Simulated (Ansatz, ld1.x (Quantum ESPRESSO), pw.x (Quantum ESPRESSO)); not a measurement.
**hafnium (Hf) (diamond): variants of one TM potential in the solid**

```
Element                 : hafnium
Generator               : ld1.x (Quantum ESPRESSO) 7.5
Type                    : norm-conserving Troullier–Martins (Kleinman–Bylander form)
Functional              : PBE
Relativity              : scalar-relativistic
Frozen core             : [Xe] 4f14
Valence charge          : 4
Reference configuration : 5d2 6s1.75 6p0.25
Partial waves           : 6s (bound): rc 2.45 bohr; 5d (bound): rc 2.10 bohr; 6p (bound): rc 4.05 bohr
Local potential         : the p channel
Core correction         : none
```

Crystal test: diamond Hf in pw.x 7.5, no spin, 8³ k-points, Fermi–Dirac smearing 0.01 Ry, cutoffs set for each file from its atomic test. The reference is all-electron LAPW (Ansatz 0.2.0) with the same functional, mesh and smearing; V0 and B0 come from Birch–Murnaghan fits to the pressures at five volumes. Errors are pseudo minus all-electron; Δ is the rms difference of the E(V) curves that follow from these fits, minima aligned, over ±6 % about the mean V0. Mesh and smearing are coarse, so the numbers serve the comparison and aren't converged zero-temperature values; the lattice is a test structure that the element need not adopt.

All-electron: a0 = 6.558 Å (V0 = 35.25 Å³/atom), B0 = 29.4 GPa.

Base: The largest radius (4.05 bohr) exceeds half the bond length (2.68 bohr), so the spheres overlap, which is one possible source of error among others. This is a poor potential for the solid.

1 further variants are left out: they gave no file fit for a test, a broken result, the same result as the base, or pressures whose basis-set error rivals the error shown.

A dash in a converged row means that the minimum lies outside the volumes sampled.

```tsv
change	cutoffs (Ry)	pw.x	a0 (Å)	a0 error (%)	B0 error (%)	Δ (meV/atom)	mean pressure error (GPa)
base	40/160	converged	–	–	–	–	+4.14
all radii scaled by about 1.37 (s 3.36, p 5.54, d 2.88 bohr)	35/140	converged	6.640	+1.25	+20.1	10.0	+1.48
reference 5d2 6s2 6p0	40/160	converged	–	–	–	–	+4.01
local potential all-electron potential smoothed inside 2.00 bohr (lloc = -1)	40/160	converged; bound ghost	–	–	–	–	+17.24
```

Q: Give the row for: core correction a·sin(br)/r model core inside 2.16 bohr.

A: pw.x: converged; mean pressure error (GPa): +3.79.
